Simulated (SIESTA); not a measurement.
# HfO2 in SIESTA: the effect of functional

HfO2:

```
Hf O
1.0
     3.55802    0.00000    0.00000
     0.00000    3.55802    0.00000
     0.00000    0.00000    5.17186
Hf O
2 4
Direct
  0.00000 0.00000 0.00000
  0.50000 0.50000 0.50000
  0.00000 0.50000 0.19721
  0.50000 0.00000 0.30279
  0.50000 0.00000 0.80279
  0.00000 0.50000 0.69721
```

Measurements of this composition are mostly on another form, of space group No. 14.

Alike in all runs:

| Item | Value |
| --- | --- |
| Program | SIESTA 5.4.2 |
| Task | band structure |
| Basis | DZP (energy shift 0.003 Ry; two zetas on semicore shells) |
| Grid cutoff | 800 Ry |
| Energy shift | 0.003 Ry |
| k mesh | 6 × 6 × 4 |
| Occupations | fermi-dirac, width 0.05 eV |
| Spin | no spin polarisation |

```tsv
functional	potentials or basis	gap on the mesh (eV)	pressure (GPa)	largest force (eV/Å)
LDA	PseudoDojo 0.4 standard (LDA files)	4.43	-3.4	0.16
PBEsol	PseudoDojo 0.4 standard (PBEsol files)	4.51	4.1	0.24
AM05	PseudoDojo 0.4 standard (PBEsol files)	4.51	4.5	0.22
WC	PseudoDojo 0.4 standard (PBEsol files)	4.51	4.5	0.24
PW91	PseudoDojo 0.4 standard (PBE files)	4.58	12.1	0.29
revPBE	PseudoDojo 0.4 standard (PBE files)	4.66	15.8	0.31
RPBE	PseudoDojo 0.4 standard (PBE files)	?	?	?
BLYP	PseudoDojo 0.4 standard (PBE files)	4.58	19.9	0.31
```

**Question.** What does the run with functional RPBE give?

**Answer.** gap on the mesh 4.68 eV; pressure 17.0 GPa; largest force 0.32 eV/Å.

Caveats: short orbitals over semicore shells can move pressures by several GPa; spin-orbit coupling is left out, which moves the levels of the heavy elements; the basis of atomic orbitals isn't converged, which shifts pressures, moduli and gaps; the potentials were made for another functional, which shifts forces and pressure (some runs).

Runs at the PBE level aren't shown here.
